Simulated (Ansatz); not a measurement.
# Stiffness of HgSe from strained cells

```xyz
2
Lattice="0.0000 3.0963 3.0963 3.0963 0.0000 3.0963 3.0963 3.0963 0.0000" Properties=species:S:1:pos:R:3 pbc="T T T"
Hg    0.0000    0.0000    0.0000
Se    1.5482    1.5482    1.5482
```

Atom numbers follow the list: Hg1, Se2.

The conventional cell has a = 6.193 Å, b = 6.193 Å, c = 6.193 Å, α = 90.00°, β = 90.00°, γ = 90.00°. Hg (atom 1) has 4 Se at 2.68 Å as nearest neighbours. Se (atom 2) has 4 Hg at 2.68 Å as nearest neighbours.

The cell is the one relaxed in the Materials Project (mp-820), not relaxed further here; entries there can be hypothetical.

Spin–orbit coupling is left out, though it moves levels of the heavy atoms by tenths of an eV or more.

These are results of DFT, PBEsol, all-electron LAPW, scalar-relativistic in Ansatz 0.2.0, not measurements.

Numerical set-up: a Γ-centred 10×10×10 k mesh, Fermi–Dirac smearing of 0.05 eV, basis error target 0.25 meV/atom, no spin polarisation.

The unstrained cell is at -1.39 GPa. Large strains and very small stresses are left out. Each strain is applied once, with fractional coordinates held (clamped ions), and σ below is the change of stress, positive in tension. One finite strain gives stress–strain coefficients at this pressure with an error of the order of the strain times third-order constants, a few per cent for each per cent of strain. In a metal the k mesh adds noise of tens of per cent to soft shears.

With x and y strained by -1.5 %, z held, the run gives σxx = -1.53 GPa, σzz = -1.30 GPa and εxx = εyy = -0.0150. Which stiffness follows?

C12 = σzz/(2εxx) = 43 GPa and C11 + C12 = σxx/εxx = 102 GPa.

What do those two numbers (x and y strained by -1.5 %, z held) give for C11, and is the cell stable to tetragonal shear?

C11 = 102 − 43 = 59 GPa and C11 − C12 = 16 GPa: too near zero for one strain to settle the sign.
